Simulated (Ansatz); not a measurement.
## Zone-centre modes in Al

Theory: DFT PBEsol, scalar-relativistic, plane waves, PAW (Ansatz). Cutoff 420 eV, Γ-centred 18×18×18 k-points, Gaussian smearing of 0.15 eV. No spin polarisation.

The starting cell (relaxed at this level; this bcc form isn't the usual structure):

```yaml
crystal:
  lattice:
    - [0.00000, -3.21288, 0.00000]
    - [-3.21288, 0.00000, 0.00000]
    - [0.00000, 0.00000, -3.21288]
  atoms:
    - { symbol: Al, position: [0.50000, 0.50000, 0.50000] }
    - { symbol: Al, position: [0.00000, 0.00000, 0.00000] }
```

Harmonic modes by finite displacements of 0.02 Å, without the LO–TO term. The cell doubles the primitive one, so its zone centre also holds the primitive cell's point q = (1/2, 1/2, 1/2).

At this geometry, is the structure stable against these modes?

Yes: no mode is imaginary beyond 10 cm⁻¹, and only the three translations lie near zero.

List the wavenumbers in cm⁻¹.

0, 0, 0, 281, 281, 281.

Cost: 1 run of about 0.21 core-minutes, on Arm Neoverse V2 (shared hosts).